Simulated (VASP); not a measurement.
## AlFe: relaxation of cell and atoms with PBE

Crystal: AlFe.

```
Al Fe
1.0
     2.91000    0.00000    0.00000
     0.00000    2.91000    0.00000
     0.00000    0.00000    2.91000
Al Fe
1 1
Direct
  0.00000 0.00000 0.00000
  0.50000 0.50000 0.50000
```

* Program: VASP 6.6.1
* Task: relaxation of cell and atoms
* Functional: PBE
* Potentials or basis: VASP PAW PBE potentials, release 64 (Al, Fe)
* Cutoff: 520 eV
* k mesh: 15 × 15 × 15
* Occupations: gaussian, width 0.1 eV
* Spin: collinear spin, ferromagnetic start
* Starting moments: [0.0, 3.0] μB
* Further INCAR settings: ALGO = Normal; EDIFF = 1e-06; IBRION = 2; EDIFFG = -0.01; NSW = 90; ISIF = 3

```json
{"Relaxed volume": "11.87 Å³/atom", "Relaxed cell": "a = 2.874 Å, b = 2.874 Å, c = 2.874 Å, α = 90.00°, β = 90.00°, γ = 90.00°", "Space group after relaxing (to 0.05 Å)": "Pm-3m (No. 221)", "Energy gained by relaxing": "8.6 meV/atom", "Ionic steps": "3", "Pressure after relaxing": "0.0 GPa", "Band gap on the k mesh": "none (metal or under the smearing width)", "Net moment": "0.71 μB per cell", "Site moments": "Al -0.02; Fe +0.75 μB", "Valence electrons inside the program's atomic spheres": "Al 0.84; Fe 7.42"}
```

Step by step:
| step | energy change (eV) | largest force (eV/Å) | pressure (GPa) | volume (Å³) |
| --- | --- | --- | --- | --- |
| 1 | 0.0000 | 0.0000 | -5.80 | 24.64 |
| 2 | -0.0065 | 0.0000 | 5.24 | 23.09 |
| 3 | -0.0171 | 0.0000 | 0.04 | 23.75 |

Final structure:
```
CELL_PARAMETERS angstrom
2.87435 0.00000 0.00000
0.00000 2.87435 0.00000
0.00000 0.00000 2.87435
ATOMIC_POSITIONS crystal
Al 0.00000 0.00000 0.00000
Fe 0.50000 0.50000 0.50000
```

Levels at points of the mesh, in eV from the Fermi level:
Spin up:
```
           k point  band 4  band 5  band 6  band 7  band 8  band 9
(0.00, 0.00, 0.00)   -0.40   -0.40   -0.40    6.35    6.35    6.35
```
Spin down:
| k point | band 1 | band 2 | band 3 | band 4 | band 5 | band 6 | band 7 | band 8 | band 9 | band 10 |
| --- | --- | --- | --- | --- | --- | --- | --- | --- | --- | --- |
| (0.00, 0.00, 0.00) | -10.42 | -2.15 | -2.15 | 0.44 | 0.44 | 0.44 | 6.38 | 6.38 | 6.38 | 9.38 |

Wall time 3.7 min on 1 thread of AMD EPYC 7R43 64-Core Processor (Zen 3) (shared host), peak memory 0.16 GiB.
